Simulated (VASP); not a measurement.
# Al (P6_3/mmc) in VASP: notebook

One crystal, Al, is run at these levels: PBEsol; tasks: equation of state.

All numbers are computed with VASP 6.6.1; they aren't measurements. Logs are shortened: lines on timing, memory, paths and dates and some standing lists are left out, and cuts for length are marked.

### Step 1. The structure

It takes space group P6_3/mmc (No. 194, hexagonal). Conventional cell: a = 2.842 Å, b = 2.842 Å, c = 4.665 Å, α = 90.00°, β = 90.00°, γ = 120.00°. Al (site symmetry -6m2) is surrounded by 12 Al at 2.84 to 2.85 Å.

This isn't the form of Al at room conditions, which is fcc.

### Step 2. Equation of state, PBEsol, 15.67 Å³/atom (a relaxed cell with its volume scaled by 0.96)

Input file INCAR:

```
ALGO = Fast ; EDIFF = 1E-6
ENCUT = 520 ; GGA = PS
ISIF = 2 ; ISMEAR = -1
LASPH = True ; LCHARG = False
LREAL = False ; LWAVE = False
NELM = 100 ; PREC = Accurate
SIGMA = 0.05
```

Input file KPOINTS:

```
k-points
0
Gamma
  10 10 6
```

Input file POSCAR:

```
Al                                      
1.0
    2.8038805976      0.0000000000      0.0000000000
   -1.4019402988      2.4282318267      0.0000000000
   -0.0000000000     -0.0000000000      4.6020530560
  Al            
     2
Direct
     0.3333333332999970    0.6666666667000030    0.2500000000000000
     0.6666666667000030    0.3333333332999970    0.7500000000000000
```

Potentials or basis: VASP PAW PBE potentials, release 64 (Al).

The run is started by

```sh
cat potpaw_PBE.64/Al/POTCAR > POTCAR
mpirun -np 1 vasp_std > vasp.out
```

OUTCAR:

```text
EDIFF = 1E-6
   ENCUT = 520
   GGA = PS
   ISIF = 2
   ISMEAR = -1
   LASPH = True
   LREAL = False
   NELM = 100
   PREC = Accurate

 ion  position               nearest neighbor table
   1  0.333  0.667  0.250-   2 2.81   2 2.81   2 2.81   2 2.81   2 2.81   2 2.81
   2  0.667  0.333  0.750-   1 2.81   1 2.81   1 2.81   1 2.81   1 2.81   1 2.81

  LATTYP: Found a hexagonal cell.
 ALAT       =     2.8038805976
 C/A-ratio  =     1.6413156323

  Lattice vectors:

 A1 = (   2.8038805976,   0.0000000000,   0.0000000000)
 A2 = (  -1.4019402988,   2.4282318267,   0.0000000000)
 A3 = (   0.0000000000,   0.0000000000,   4.6020530560)

Analysis of symmetry for initial positions (statically):
=====================================================================
 Subroutine PRICEL returns:
 Original cell was already a primitive cell.

 Routine SETGRP: Setting up the symmetry group for a
 hexagonal supercell.

 Subroutine GETGRP returns: Found 24 space group operations
 (whereof 12 operations were pure point group operations)
 out of a pool of 24 trial point group operations.

The static configuration has the point symmetry D_3d.
 The point group associated with its full space group is D_6h.

Analysis of symmetry for dynamics (positions and initial velocities):
=====================================================================
 Subroutine PRICEL returns:
 Original cell was already a primitive cell.

 Routine SETGRP: Setting up the symmetry group for a
 hexagonal supercell.

 Subroutine GETGRP returns: Found 24 space group operations
 (whereof 12 operations were pure point group operations)
 out of a pool of 24 trial point group operations.

The dynamic configuration has the point symmetry D_3d.
 The point group associated with its full space group is D_6h.

 Subroutine INISYM returns: Found 24 space group operations
 (whereof 12 operations are pure point group operations),
 and found     1 'primitive' translations

----------------------------------------------------------------------------------------

                                     Primitive cell

  volume of cell :      31.3329

  direct lattice vectors                    reciprocal lattice vectors
     2.803880598  0.000000000  0.000000000     0.356648568  0.205911147  0.000000000
    -1.401940299  2.428231827  0.000000000     0.000000000  0.411822293  0.000000000
     0.000000000  0.000000000  4.602053056     0.000000000  0.000000000  0.217294322

  length of vectors
     2.803880598  2.803880598  4.602053056     0.411822293  0.411822293  0.217294322

  position of ions in fractional coordinates (direct lattice)
     0.333333333  0.666666667  0.250000000
     0.666666667  0.333333333  0.750000000

  ion indices of the primitive-cell ions
   primitive index   ion index
                 1           1
                 2           2

----------------------------------------------------------------------------------------

 KPOINTS: k-points

Automatic generation of k-mesh.
 Grid dimensions read from file:
 generate k-points for:   10   10    6

 Generating k-lattice:

  Cartesian coordinates                     Fractional coordinates (reciprocal lattice)
     0.035664857  0.020591115  0.000000000     0.100000000  0.000000000  0.000000000
     0.000000000  0.041182229  0.000000000     0.000000000  0.100000000  0.000000000
     0.000000000  0.000000000  0.036215720     0.000000000  0.000000000  0.166666667

  Length of vectors
     0.041182229  0.041182229  0.036215720

  Shift w.r.t. Gamma in fractional coordinates (k-lattice)
     0.000000000  0.000000000  0.000000000

 Subroutine IBZKPT returns following result:
 ===========================================

 Found     56 irreducible k-points:

 Following reciprocal coordinates:
            Coordinates               Weight
  0.000000  0.000000  0.000000      1.000000
  0.100000  0.000000  0.000000      6.000000
  0.200000  0.000000  0.000000      6.000000
  0.300000  0.000000  0.000000      6.000000
  0.400000  0.000000  0.000000      6.000000
  0.500000 -0.000000  0.000000      3.000000
[... 16 lines left out ...]
  0.300000  0.100000  0.166667     24.000000
  0.400000  0.100000  0.166667     24.000000
 [... further k-points ...]
   k-points           NKPTS =     56   k-points in BZ     NKDIM =     56   number of bands    NBANDS=      7
   number of dos      NEDOS =    301   number of ions     NIONS =      2
   total plane-waves  NPLWV =  20736
   dimension x,y,z NGX =    24 NGY =   24 NGZ =   36
   dimension x,y,z NGXF=    48 NGYF=   48 NGZF=   72
   ions per type =               2
   NGX,Y,Z   is equivalent  to a cutoff of  14.23, 14.23, 13.00 a.u.
   NGXF,Y,Z  is equivalent  to a cutoff of  28.46, 28.46, 26.01 a.u.
 SYSTEM =  unknown system
   PREC   = accura    normal or accurate (medium, high low for compatibility)
   ISTART =      0    job   : 0-new  1-cont  2-samecut
   ICHARG =      2    charge: 1-file 2-atom 10-const
   ISPIN  =      1    spin polarized calculation?
   LNONCOLLINEAR =      F non collinear calculations
   LSORBIT =      F    spin-orbit coupling
   LASPH  =      T    aspherical Exc in radial PAW
   ENCUT  =  520.0 eV  38.22 Ry    6.18 a.u.   5.21  5.21  8.56*2*pi/ulx,y,z
   NELM   =    100;   NELMIN=  2; NELMDL= -5     # of ELM steps
   EDIFF  = 0.1E-05   stopping-criterion for ELM
   LREAL  =      F    real-space projection
   EDIFFG = 0.1E-04   stopping-criterion for IOM
   NSW    =      0    number of steps for IOM
   IBRION =     -1    ionic relax: 0-MD 1-quasi-New 2-CG
   NFREE  =      0    steps in history (QN), initial steepest desc. (CG)
   ISIF   =      2    stress and relaxation
   ISYM   =      2    0-nonsym 1-usesym 2-fastsym
   POTIM  = 0.5000    time-step for ionic-motion
   TEBEG  =    0.0;   TEEND  =   0.0 temperature during run
   PSTRESS=    0.0 pullay stress
   NELECT =       6.0000    total number of electrons
   NUPDOWN=      -1.0000    fix difference up-down
   EMIN   =  10.00;   EMAX   =-10.00  energy-range for DOS
   EFERMI =   0.00;   METHOD = LEGACY
   ISMEAR =    -1;   SIGMA  =   0.05  broadening in eV -4-tet -1-fermi 0-gaus
   EFERMI_NEDOS =   21; number of points for ismear=-14 and -15
   IALGO  =     68    algorithm
   IMIX   =      4    mixing-type and parameters
     AMIX     =   0.40;   BMIX     =  1.00
     AMIX_MAG =   1.60;   BMIX_MAG =  1.00
  volume/ion in A,a.u.               =      15.67       105.72
  Fermi-wavevector in a.u.,A,eV,Ry     =   0.943608  1.783160 12.114567  0.890396
  Thomas-Fermi vector in A             =   2.071332
   LORBIT       =      0    0 simple, 1 ext, 2 COOP (PROOUT), +10 PAW based schemes
   GGA     = PS    functional components
   LHFCALC =     F    Hartree Fock is set to
   AEXX    =    0.0000 exact exchange contribution
   IVDW    =     0    specifies the selected vdW correction
   LEPSILON=     F    determine dielectric tensor
   LRPA    =     F    only Hartree local field effects (RPA)
 non-spin polarized calculation
 RMM-DIIS sequential band-by-band and
  energy-cutoff  :      520.00
  volume of cell :       31.33
 maximum number of plane-waves:       854
 NGX is ok and might be reduce to    24
   NGX = 11   NGY = 11   NGZ = 17

 number of electron       6.0000000 magnetization

 Free energy of the ion-electron system (eV)
  ---------------------------------------------------
  ext. energy  EPLUGINS =         0.00000000
  ---------------------------------------------------
  free energy    TOTEN  =        -8.12673947 eV

  energy without entropy =       -8.12245297  energy(sigma->0) =       -8.12459622

 E-fermi :   8.4937     XC(G=0): -10.4484

 val. band max:        8.3899736392   @ k =   0.3000   0.3000   0.1667
 cond. band min:       8.5024349991   @ k =   0.4000   0.1000   0.0000
 fundamental gap:      0.1124613600
 Fermi energy:         8.4936544536

 k-point     1 :       0.0000    0.0000    0.0000
  band No.  band energies     occupation
      1      -2.9948      2.00000
      2       3.6726      2.00000
      3       3.9844      2.00000
      4      19.5755      0.00000
      5      19.5755      0.00000
      6      19.8168      0.00000
      7      19.8168      0.00000

 k-point     2 :       0.1000    0.0000    0.0000
  band No.  band energies     occupation
      1      -2.7442      2.00000
      2       3.9043      2.00000
      3       4.2277      2.00000
      4      16.1879      0.00000
      5      17.7790      0.00000
      6      19.0721      0.00000
      7      21.6109      0.00000

 k-point     3 :       0.2000    0.0000    0.0000
  band No.  band energies     occupation
      1      -1.9951      2.00000
      2       4.5998      2.00000
      3       4.9460      2.00000
      4      12.4216      0.00000
      5      16.2952      0.00000
      6      17.2828      0.00000
      7      18.5127      0.00000

 k-point     4 :       0.3000    0.0000    0.0000
  band No.  band energies     occupation
      1      -0.7563      2.00000
      2       5.7584      2.00000
      3       6.0613      2.00000
      4       9.0505      0.00003
      5      14.9790      0.00000
      6      15.1020      0.00000
      7      15.2382      0.00000

 k-point     5 :       0.4000    0.0000    0.0000
  band No.  band energies     occupation
      1       0.9577      2.00000
      2       5.6309      2.00000
      3       7.3728      2.00000
      4       8.0612      1.99965
      5      12.1068      0.00000
      6      12.4194      0.00000
      7      14.6058      0.00000
[... 161 lines left out ...]
 k-point    22 :       0.2000    0.1000    0.1667
  band No.  band energies     occupation
      1      -1.0589      2.00000
      2       3.4486      2.00000
      3       7.7946      2.00000
      4      11.0168      0.00000
      5      13.1829      0.00000
      6      15.3106      0.00000
      7      17.3961      0.00000

 k-point    23 :       0.3000    0.1000    0.1667
  band No.  band energies     occupation
      1       0.4155      2.00000
      2       4.8398      2.00000
      3       7.5720      2.00000
      4       9.3611      0.00000
      5      11.6663      0.00000
      6      12.8018      0.00000
      7      15.9704      0.00000

 k-point    24 :       0.4000    0.1000    0.1667
  band No.  band energies     occupation
      1       2.3516      2.00000
      2       4.6898      2.00000
      3       6.8651      2.00000
      4       9.0890      0.00001
      5      10.9409      0.00000
      6      12.1673      0.00000
      7      13.7561      0.00000

 [... further k-points ...]
[... 5 lines left out ...]
  --------------------------------------------------------------------------------------
  -------------------------------------------------------------------------------------
  Total        0.7242721      0.7242721      0.6739754      0.0000000     -0.0000000      0.0000000
  in kB       37.0348880     37.0348880     34.4630199      0.0000000     -0.0000000      0.0000000
  external PRESSURE =      36.1775986 kB  Pullay stress =       0.0000000 kB

 VOLUME and BASIS-vectors are now :
 -----------------------------------------------------------------------------
  energy-cutoff  :      520.00
  volume of cell :       31.33
      direct lattice vectors                 reciprocal lattice vectors
     2.803880598  0.000000000  0.000000000     0.356648568  0.205911147  0.000000000
    -1.401940299  2.428231827  0.000000000     0.000000000  0.411822293  0.000000000
     0.000000000  0.000000000  4.602053056     0.000000000  0.000000000  0.217294322

 POSITION                                       TOTAL-FORCE (eV/Angst)
 -----------------------------------------------------------------------------------
     -0.00000      1.61882      1.15051        -0.000000      0.000000      0.000000
      1.40194      0.80941      3.45154         0.000000      0.000000      0.000000
 -----------------------------------------------------------------------------------
    total drift:                               -0.000000      0.000000     -0.000000

  FREE ENERGIE OF THE ION-ELECTRON SYSTEM (eV)
  ---------------------------------------------------
  free  energy   TOTEN  =        -8.1267394707 eV

  energy  without entropy=       -8.1224529664  energy(sigma->0) =       -8.12459622
```

It took 6.5 s on 1 thread of Intel Xeon Platinum 8488C (Sapphire Rapids), shared host; peak memory 0.14 GiB.

What came out:

- Free energy: -8.1267 eV
- Pressure: 3.6 GPa
- Band gap on the k mesh: none (metal or under the smearing width)

Caveat: the PAW data sets were made with another functional, which shifts forces and pressure a little.

### Step 3. Equation of state, PBEsol, 15.99 Å³/atom (a relaxed cell with its volume scaled by 0.98)

INCAR is that of step 2.

KPOINTS is that of step 2.

Input file POSCAR:

```
Al                                      
1.0
    2.8232183163      0.0000000000      0.0000000000
   -1.4116091581      2.4449787823      0.0000000000
   -0.0000000000     -0.0000000000      4.6337923559
  Al            
     2
Direct
     0.3333333332999970    0.6666666667000030    0.2500000000000000
     0.6666666667000030    0.3333333332999970    0.7500000000000000
```

Potentials or basis: VASP PAW PBE potentials, release 64 (Al).

The run is started by

```sh
cat potpaw_PBE.64/Al/POTCAR > POTCAR
mpirun -np 1 vasp_std > vasp.out
```

It took 6.7 s on 1 thread of Intel Xeon Platinum 8488C (Sapphire Rapids), shared host; peak memory 0.14 GiB.

It converged, with:

```yaml
Free_energy: -8.1376 eV
Pressure: 1.7 GPa
Band_gap_on_the_k_mesh: none (metal or under the smearing width)
```

Caveat: the PAW data sets were made with another functional, which shifts forces and pressure a little.

### Step 4. Equation of state, PBEsol, 16.32 Å³/atom

INCAR is that of step 3.

KPOINTS is that of step 3.

Input file POSCAR:

```
Al                                      
1.0
    2.8422946944      0.0000000000      0.0000000000
   -1.4211473471      2.4614994104      0.0000000000
   -0.0000000000     -0.0000000000      4.6651027135
  Al            
     2
Direct
     0.3333333332999970    0.6666666667000030    0.2500000000000000
     0.6666666667000030    0.3333333332999970    0.7500000000000000
```

The run is started by

```sh
cat potpaw_PBE.64/Al/POTCAR > POTCAR
mpirun -np 1 vasp_std > vasp.out
```

Wall time 6.3 s (1 thread of Intel Xeon Platinum 8488C (Sapphire Rapids), shared host); peak memory 0.14 GiB.

Results (log left out):

```yaml
Free_energy: -8.1410 eV
Pressure: 0.0 GPa
Band_gap_on_the_k_mesh: none (metal or under the smearing width)
```

Caveat: the PAW data sets were made with another functional, which shifts forces and pressure a little.

### Step 5. Equation of state, PBEsol, 16.65 Å³/atom (a relaxed cell with its volume scaled by 1.02)

INCAR is that of step 4.

KPOINTS is that of step 4.

Input file POSCAR:

```
Al                                      
1.0
    2.8611183866      0.0000000000      0.0000000000
   -1.4305591933      2.4778012060      0.0000000000
   -0.0000000000     -0.0000000000      4.6959983339
  Al            
     2
Direct
     0.3333333332999970    0.6666666667000030    0.2500000000000000
     0.6666666667000030    0.3333333332999970    0.7500000000000000
```

The run is started by

```sh
cat potpaw_PBE.64/Al/POTCAR > POTCAR
mpirun -np 1 vasp_std > vasp.out
```

It took 6.5 s on 1 thread of Intel Xeon Platinum 8488C (Sapphire Rapids), shared host; peak memory 0.14 GiB.

It converged, with:

```
Free energy            : -8.1379 eV
Pressure               : -1.5 GPa
Band gap on the k mesh : none (metal or under the smearing width)
```

Caveat: the PAW data sets were made with another functional, which shifts forces and pressure a little.

### Step 6. Equation of state, PBEsol, 16.97 Å³/atom (a relaxed cell with its volume scaled by 1.04)

INCAR is that of step 5.

KPOINTS is that of step 5.

Input file POSCAR:

```
Al                                      
1.0
    2.8796975980      0.0000000000      0.0000000000
   -1.4398487990      2.4938912751      0.0000000000
   -0.0000000000     -0.0000000000      4.7264926840
  Al            
     2
Direct
     0.3333333332999970    0.6666666667000030    0.2500000000000000
     0.6666666667000030    0.3333333332999970    0.7500000000000000
```

Potentials or basis: VASP PAW PBE potentials, release 64 (Al).

The run is started by

```sh
cat potpaw_PBE.64/Al/POTCAR > POTCAR
mpirun -np 1 vasp_std > vasp.out
```

It took 6.7 s on 1 thread of Intel Xeon Platinum 8488C (Sapphire Rapids), shared host; peak memory 0.14 GiB.

It converged, with:

- Free energy: -8.1288 eV
- Pressure: -2.9 GPa
- Band gap on the k mesh: none (metal or under the smearing width)

Caveat: the PAW data sets were made with another functional, which shifts forces and pressure a little.

### Step 7. Equation of state, PBEsol

Potentials or basis: VASP PAW PBE potentials, release 64 (Al).

This step only gathers the single runs of the series.

Results:

| Property | Result |
| --- | --- |
| Equilibrium volume | 16.32 Å³/atom |
| Bulk modulus at fixed shape and positions | 81 GPa |
| Pressure derivative of the bulk modulus | 4.4 (rough: it moves with the points fitted) |

Energy against volume, from the lowest point:
```tsv
volume (Å³/atom)	energy (meV/atom)
15.666	7.14
15.993	1.73
16.319	0.00
16.646	1.57
16.972	6.11
```

Caveat: the cell was scaled at fixed shape and fractional positions, which overstates the stiffness of a crystal with free parameters, most of all of layers and chains; the PAW data sets were made with another functional, which shifts forces and pressure a little.

### Step 8. The reference run

An earlier run on the cell as given: functional PBE; potentials or basis VASP PAW PBE potentials, release 64 (Al); cutoff 520 eV; k mesh 11 × 11 × 6; occupations fermi-dirac, width 0.05 eV; no spin polarisation.

* Pressure: 0.1 GPa
* Band gap on the k mesh: none (metal or under the smearing width)
